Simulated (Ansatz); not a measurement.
# Zn: pressure and energy above lowest point against volume per atom

Results calculated with Ansatz 0.2.0 development build, not measured. Equation of state of a cubic crystal from periodic Kohn-Sham density functional theory without spin; pressure corrected for the finite basis.

Cell of the first row (space group Im-3m, No. 229):
```
CELL_PARAMETERS angstrom
-1.55520 1.55520 1.55520
1.55520 -1.55520 1.55520
1.55520 1.55520 -1.55520
ATOMIC_POSITIONS crystal
Zn 0.00000 0.00000 0.00000
```

Settings of every row: formula Zn; structure type bcc; functional PBE; spin treatment none; k mesh 25x25x25; occupation method fermi-dirac; occupation width 0.061225619 eV; wave cutoff 420 eV; datasets soft-1 PAW; density cutoff ratio 4.

Limits: a cubic model structure, not a phase known at ambient conditions.

| row | volume per atom (Å³) | pressure (GPa) | energy above lowest point (meV/atom) |
| --- | --- | --- | --- |
| 1 | 15.045 | 1.589 | 1.69 |
| 2 | 15.352 | 0.203 | 0 |
| 3 | 15.659 | ? | ? |
| 4 | 15.966 | -2.101 | 3.82 |
| 5 | 16.273 | -3.048 | 8.77 |

Question: what pressure and energy above lowest point should row 3 give?

Worked fit of pressure. Take u = (V_r/V)^(2/3) − 1 with V_r = 15.659 Å³ an atom, which is twice the finite (Eulerian) strain; such expansions in the strain, on which the Birch-Murnaghan equation of state is built, carry the rest volume and the bulk modulus. The shown rows have u = 0.02703, 0.01329, -0.01286, -0.02532. Least squares give pressure = −1.0222 + 88.022 × u + 317 × u² GPa; a straight line predicts inner rows, each left out in turn, worse (root mean square 0.13 against 0.0017 GPa). The rows lie off it by 0.000, -0.001, 0.001, 0.000. The pressure vanishes at u = 0.0112, or V = 15.4 Å³ an atom, and there the bulk modulus at fixed shape and fractions is B = −V dP/dV = (2/3)(1 + u) dP/du = 64.1 GPa. The withheld row has u = 0, so the fit gives −1.0222 + 88.022 × (0) + 317 × (0)² = -1.022 GPa.

The calculation gave -1.022 GPa. The fit meets it to the printed digit.

Worked fit of energy above lowest point. Take u = (V_r/V)^(2/3) − 1 with V_r = 15.659 Å³ an atom, which is twice the finite (Eulerian) strain; such expansions in the strain, on which the Birch-Murnaghan equation of state is built, carry the rest volume and the bulk modulus. The shown rows have u = 0.02703, 0.01329, -0.01286, -0.02532. Least squares give energy above lowest point = 0.806 − 147.06 × u + 6634 × u² meV/atom; a straight line predicts inner rows, each left out in turn, worse (root mean square 2.6 against 0.062 meV/atom). The rows lie off it by 0.01, -0.02, 0.03, -0.01. Its lowest point lies at u = 0.0111, or V = 15.4 Å³ an atom, and the curvature there gives the bulk modulus at fixed shape and fractions, B = (4/9)(1 + u)² E″(u)/V = 62.7 GPa. The withheld row has u = 0, so the fit gives 0.806 − 147.06 × (0) + 6634 × (0)² = 0.81 meV/atom.

The calculation gave 0.81 meV/atom. The fit meets it to the printed digit.
